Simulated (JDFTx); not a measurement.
Te2Pt (Moncheite) under changes of volume

One of the cells (24.143 Å³/atom); the others are scaled copies at fixed shape and fractional positions:

```
Pt Te
1.0
     4.01000    0.00000    0.00000
    -2.00500    3.47276    0.00000
     0.00000    0.00000    5.20100
Pt Te
1 2
Direct
  0.00000 0.00000 0.00000
  0.66667 0.33333 0.75000
  0.33333 0.66667 0.25000
```

| Item | Value |
| --- | --- |
| Program | JDFTx 1.7.0 (patched build) |
| Functional | PBEsol |
| Potentials or basis | PseudoDojo-SR-PBEsol-0.4.1-standard with smoothed tails |
| Cutoff | 1143 eV |
| Density cutoff | 9143 eV |
| k mesh | 8 × 8 × 5 |
| Occupations | fermi-dirac, width 0.05 eV |
| Spin | no spin polarisation |

| volume (Å³/atom) | energy over the lowest point (meV/atom) | pressure (GPa) | largest force (eV/Å) |
| --- | --- | --- | --- |
| 22.694 | 93.03 | 13.6 | 1.658 |
| 23.177 | 57.07 | 10.2 | 1.349 |
| 23.660 | 30.78 | 7.2 | 1.065 |
| 24.143 | 13.10 | 4.5 | 0.805 |
| 24.626 | ? | ? | ? |
| 25.108 | 0.00 | -0.1 | 0.348 |
| 25.591 | 3.01 | -2.0 | 0.148 |

**Question.** What does the run at 24.626 Å³/atom give?

**Answer.** Energy over the lowest point 3.11 meV/atom; pressure 2.1 GPa; largest force 0.567 eV/Å.

Worked out: A Birch-Murnaghan fit of order 3 (a polynomial in V^(-2/3)) to the other rows has its minimum at 25.10 Å³/atom with B0 = V·E''(V) = 106 GPa and B' = 4.9 at fixed shape and positions, which overstates the stiffness. It gives 3.12 meV/atom at 24.626 Å³/atom, against the run's 3.11, and -dE/dV = 2.1 GPa, against 2.1.

Energies are extrapolated to zero smearing.

Caveats: forces of over 1 eV/Å show positions far from the minimum, so gaps and moduli don't describe the material at rest (some runs).
